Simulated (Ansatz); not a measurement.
A plane-wave DFT run in Ansatz 0.2.0 (scalar-relativistic PAW potentials unless the input names others): input and command.

```yaml
crystal:
  lattice:
    - [10.3, 0.0, 0.0]
    - [0.0, 9.3, 0.0]
    - [0.0, 0.0, 4.2316736185]
  atoms:
    - { symbol: Zr, position: [0.4420361634, 0.5, 0.0], spin: 1.5 }
    - { symbol: Zr, position: [0.5579638366, 0.5, 0.5], spin: 1.5 }
basis:
  ecutwfc: 420
kpoints:
  mp_grid: { grid: [1, 1, 13], shift: [0.0, 0.0, 0.5] }
hamiltonian:
  xc: pbe
scf:
  occupations: { method: gaussian, width: 0.05 }
output:
  forces: true
  eigenvalues: true
  stress: true
magnetization:
  spin_polarized: true
```

```bash
ansatz run input.yaml --threads 2 --pin off --max-ram 5120MiB --backend cpu --events-out ev --progress --plain --runs-dir out
```

Abridged log:
```
Basis set: ecut = 420 eV, 7907 PW (Γ), exchange–correlation on 144×128×60 points (8 copies of the dense FFT grid, shifted against one another)
Bands: 18, of which v1, the nominal top of the filled ones, is band 12 counted from 1 (11 counted from 0)
Symmetry: 8 space group operations
k-points: 7 of 13
SCF iter   1: F=—  HF=-8360.585597 eV  |F-HF|=—  |Δ(HF+E_count)|=         —  Δρ=2.01e-2 (↑1.23e-2 ↓2.01e-2) dr2=8.26e0  dr2_m=3.85e-1  M=0.923 μB ∫|m|=0.925 μB  β_m=0.30  ethr=3.10e-3  ⟨swp⟩=6.3  Hψ=1320  notcnv=0
Mixer restart at iter 1: flushing history
spin=Collinear: Resta preconditioning applied to the charge; magnetization (m = ρ↑ − ρ↓) channel mixes plain (no charge-response kernel on spin).
SCF iter   2: F=—  HF=-8360.852556 eV  |F-HF|=—  |Δ(HF+E_count)|=   2.67e-1  Δρ=1.36e-2 (↑8.43e-3 ↓1.36e-2) dr2=3.76e0  dr2_m=1.93e-1  M=0.923 μB ∫|m|=0.926 μB  β_m=0.59  ethr=3.10e-3  ⟨swp⟩=2.9  Hψ=534  notcnv=0  defer=20
spin=Collinear: LDOS preconditioning applied to the charge; magnetization (m = ρ↑ − ρ↓) channel mixes plain (no charge-response kernel on spin).
SCF iter   3: F=—  HF=-8360.827961 eV  |F-HF|=—  |Δ(HF+E_count)|=   2.46e-2  Δρ=1.72e-3 (↑1.50e-3 ↓1.72e-3) dr2=5.17e-2  dr2_m=3.10e-3  M=0.861 μB ∫|m|=0.872 μB  β_m=0.68  ethr=3.10e-3  ⟨swp⟩=3.4  Hψ=673  notcnv=0  defer=21
SCF iter   4: F=—  HF=-8360.846453 eV  |F-HF|=—  |Δ(HF+E_count)|=   1.85e-2  Δρ=5.39e-4 (↑4.69e-4 ↓5.39e-4) dr2=6.27e-3  dr2_m=2.30e-4  M=0.851 μB ∫|m|=0.864 μB  β_m=0.75  ethr=2.15e-4  ⟨swp⟩=2.4  Hψ=454  notcnv=0  defer=21
SCF iter   5: F=—  HF=-8360.849502 eV  |F-HF|=—  |Δ(HF+E_count)|=   3.05e-3  Δρ=1.79e-4 (↑1.71e-4 ↓1.79e-4) dr2=4.93e-4  dr2_m=5.17e-5  M=0.863 μB ∫|m|=0.877 μB  β_m=0.81  ethr=2.61e-5  ⟨swp⟩=2.0  Hψ=350  notcnv=0  defer=21
SCF iter   6: F=—  HF=-8360.849825 eV  |F-HF|=—  |Δ(HF+E_count)|=   3.22e-4  Δρ=8.84e-5 (↑7.94e-5 ↓8.84e-5) dr2=3.82e-5  dr2_m=1.89e-5  M=0.873 μB ∫|m|=0.887 μB  β_m=0.89  ethr=2.06e-6  ⟨swp⟩=2.0  Hψ=386  notcnv=0  defer=21
SCF iter   7: F=—  HF=-8360.849858 eV  |F-HF|=—  |Δ(HF+E_count)|=   3.34e-5  Δρ=2.32e-5 (↑2.32e-5 ↓1.99e-5) dr2=3.57e-6  dr2_m=1.01e-6  M=0.877 μB ∫|m|=0.892 μB  β_m=0.94  ethr=1.59e-7  ⟨swp⟩=2.0  Hψ=391  notcnv=0  defer=21
SCF iter   8: F=—  HF=-8360.849862 eV  |F-HF|=—  |Δ(HF+E_count)|=   3.93e-6  Δρ=7.14e-6 (↑7.14e-6 ↓6.46e-6) dr2=2.04e-7  dr2_m=1.29e-7  M=0.879 μB ∫|m|=0.894 μB  β_m=0.97  ethr=1.49e-8  ⟨swp⟩=2.6  Hψ=418  notcnv=0  defer=21
SCF iter   9: F=—  HF=-8360.849863 eV  |F-HF|=—  |Δ(HF+E_count)|=   6.88e-7  Δρ=2.10e-6 (↑2.10e-6 ↓1.82e-6) dr2=9.75e-9  dr2_m=1.25e-8  M=0.880 μB ∫|m|=0.895 μB  β_m=0.99  ethr=8.51e-10  ⟨swp⟩=2.0  Hψ=400  notcnv=0  defer=21
SCF iter  10: F=—  HF=-8360.849863 eV  |F-HF|=—  |Δ(HF+E_count)|=   6.70e-8  Δρ=5.17e-7 (↑4.91e-7 ↓5.17e-7) dr2=4.94e-10  dr2_m=7.61e-10  M=0.880 μB ∫|m|=0.896 μB  β_m=0.99  ethr=4.06e-11  ⟨swp⟩=2.6  Hψ=439  notcnv=0  defer=21
SCF iter  11: F=-8360.849863 eV  HF=-8360.849863 eV  |F-HF|=3.64e-12  |Δ(HF+E_count)|=   4.95e-9  Δρ=7.61e-8 (↑6.97e-8 ↓7.61e-8) dr2=1.94e-11  dr2_m=1.50e-11  M=0.880 μB ∫|m|=0.896 μB  ethr=2.06e-12  ⟨swp⟩=7.9  Hψ=1276  notcnv=0
SCF 1 converged in 11 iterations: F = -8360.849863 eV  dr2 = 1.94e-11
SCF converged after 11 iterations
Magnetization: 0.8804 μB (12.4402 up, 11.5598 down)
Absolute magnetization: 0.8959 μB (∫|ρ↑−ρ↓|, with the PAW one-centre terms)
Spin contamination: 0.0085 ħ² per cell (⟨S²⟩ above its minimum at these occupations)
Per-site moments (μB) at R_I (Å): [(0.18997389, 1.00217406), (0.18997389, 1.00217406)]
Free energy (F): -8360.849863 eV
Harris-Foulkes:  -8360.849863 eV  (|F-HF|=3.64e-12)
Internal energy: -8360.847054 eV  (E = F + TS)
E sigma→0 (E₀):  -8360.848458 eV
Entropy (-TS):   -0.002808 eV (-1.404 meV/atom)
Fermi energy:    -1.186793 eV
--- Forces (eV/Å), atoms counted from 1 ---
  atom   1  Zr    -0.34874914     0.00000000     0.00000000
  atom   2  Zr     0.34874914     0.00000000     0.00000000
--- Stress (GPa, compression-positive) ---
        0.131444       0.000000       0.000000
        0.000000      -0.048042       0.000000
        0.000000       0.000000      -0.165016
  P = ⅓ Tr σ = -0.0272 GPa (-0.272 kbar)
```

Apart from outputs, empty bands and the relaxation, which only the reference makes, the input differs from a reference run on usual settings in kpoints.mp_grid.shift: not typed → [0.0, 0.0, 0.5]. The reference, at the same geometry, ended its own course with pressure -0.03 GPa (averaged over a cell that holds vacuum), largest force 0.001 eV/Å, no gap on the mesh. This run converged in 11 SCF iterations with an energy at zero smearing 4.01 meV/atom above the reference's, pressure -0.03 GPa (averaged over a cell that holds vacuum), largest force 0.349 eV/Å, no gap on the mesh.

The run took 5.3 s on 2 threads of Arm Neoverse V1, with other jobs on the host, peak memory 0.61 GiB.